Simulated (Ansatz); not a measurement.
Reaction (formal exchange of groups at the Al–C bond): `C=[CH][AlH][F]` + `C[CH2][Al]([OH])[SH]` → `[OH][Al]([SH])[AlH][F]` + `C=CCC`

Gas-phase electronic energies from Ansatz, PBE0-D4/def2-TZVP geometries. CBS: MP2 limit from def2 TZ/QZ plus the TZ coupled-cluster correction, frozen cores. DFT in def2-TZVPP. HSE06 is defined as in plane-wave codes. Each species was taken in one conformer, which may not be the lowest.

CCSD(T)/CBS gives +4.5 kcal/mol.

Another level gave +4.9 kcal/mol. Which?
A. LC-ωPBE/def2-TZVPP
B. HSE06-D4/def2-TZVPP
C. MP2/def2-TZVPP
D. CAM-B3LYP-D4/def2-TZVPP

D. CAM-B3LYP-D4 4.9, LC-ωPBE 3.7, HSE06-D4 2.4, MP2/def2-TZVPP 6.4 kcal/mol.

What do rigid-rotor, harmonic-oscillator terms from PBE0-D4/def2-TZVP frequencies (298.15 K, 1 bar) make of the CCSD(T)/CBS value? (Estimate.)

Computed: ΔZPE = +1.7 kcal/mol, ΔH = +6.0 kcal/mol, ΔS = -3 J/(mol·K), ΔG = +6.2 kcal/mol. Modes under 50 cm⁻¹ make the entropy rough.

Largest T1 diagnostic among the species: 0.013.

Leaving LDA and LC-ωPBE aside and taking each functional with its dispersion term where it has one, the values, not all of them listed here, spread over 5.4 kcal/mol, from PBE-D4 to ωB97M-V. In def2-TZVPP, CCSD(T) changes the Hartree–Fock value by +1.0 kcal/mol (the triples alone add +0.2 kcal/mol) and MP2 by +3.1 kcal/mol. At CCSD(T), def2-SVP lies −1.1 kcal/mol from the extrapolated value and def2-TZVPP −0.2 kcal/mol.

CCSD(T)/CBS has its own doubt, a few kJ/mol and more with outer-core shells, so smaller differences from it don't rank the levels.
